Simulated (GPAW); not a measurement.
Crystal: In.

```
In
1.0
    -1.88253    1.88253    1.88253
     1.88253   -1.88253    1.88253
     1.88253    1.88253   -1.88253
In
1
Direct
  0.00000 0.00000 0.00000
```

This isn't the form of In at room conditions, which is tetragonal.

| Property | Result |
| --- | --- |
| Program | GPAW 26.7.0 |
| Task | relaxation of cell and atoms |
| Functional | BLYP |
| Potentials or basis | PAW data sets generated in the run's folder for this functional |
| Cutoff | 600 eV |
| Basis | pw |
| k mesh | 10 × 10 × 10 |
| Occupations | fermi-dirac, width 0.05 eV |
| Spin | no spin polarisation |

At the start: pressure 5.3 GPa; volume 26.69 Å³/atom.

How do energy, volume and symmetry change on relaxing?

Over 4 steps the energy falls by 63.5 meV/atom and the volume is 31.02 Å³/atom (+16.2 %); space group Im-3m (No. 229, to 0.05 Å).

The path:
```tsv
step	energy change (eV)	largest force (eV/Å)	pressure (GPa)	volume (Å³)
1	0.0000	0.0000	5.29	26.69
2	-0.0288	0.0000	3.60	27.71
3	-0.0619	0.0000	0.64	30.35
4	-0.0635	0.0000	0.10	31.02
```

Final structure:
```
In
1.0
    -1.97933    1.97933    1.97933
     1.97933   -1.97933    1.97933
     1.97933    1.97933   -1.97933
In
1
Cartesian
  0.0000 0.0000 0.0000
```

Caveat: later steps reuse the first step's grids; the volume moved by over 15 % at a fixed basis, so the end points are rough.
